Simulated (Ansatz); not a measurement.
**Ba: trigonal deformation path**

Theory: Ansatz 0.2.0, DFT PBE, scalar-relativistic, plane waves, PAW. The runs took a 420 eV cutoff, a Γ-centred 14×14×14 mesh and Gaussian smearing (0.15 eV). No spin polarisation. Energies are free energies at this smearing, counted from the undisturbed cell; pressure is positive in compression.

Reference structure (as given, not relaxed at this level; it stands at -0.4 GPa; this fcc form isn't the usual structure):

```
Ba
1.0
     0.00000    3.23267    3.23267
     3.23267    0.00000    3.23267
     3.23267    3.23267    0.00000
Ba
1
Direct
  0.00000 0.00000 0.00000
```

At fixed volume and fractional coordinates, lengths along (0.577, 0.577, 0.577) are scaled against those across it; ρ is that ratio over its starting value. The cell is metallic on the mesh throughout. At ρ = 0.500 the cell becomes cubic (Pm-3m), and there the slope of the energy vanishes by symmetry.

```tsv
ρ	ΔE (meV/atom)
0.500	299.7
0.710	172.6
1.000	0.0
2.000	965.4
```

(1) Predict the pressure (GPa) at each point.

## Answers

(1)
```csv
ρ,pressure (GPa)
0.500,-0.6
0.710,-0.4
1.000,-0.4
2.000,2.8
```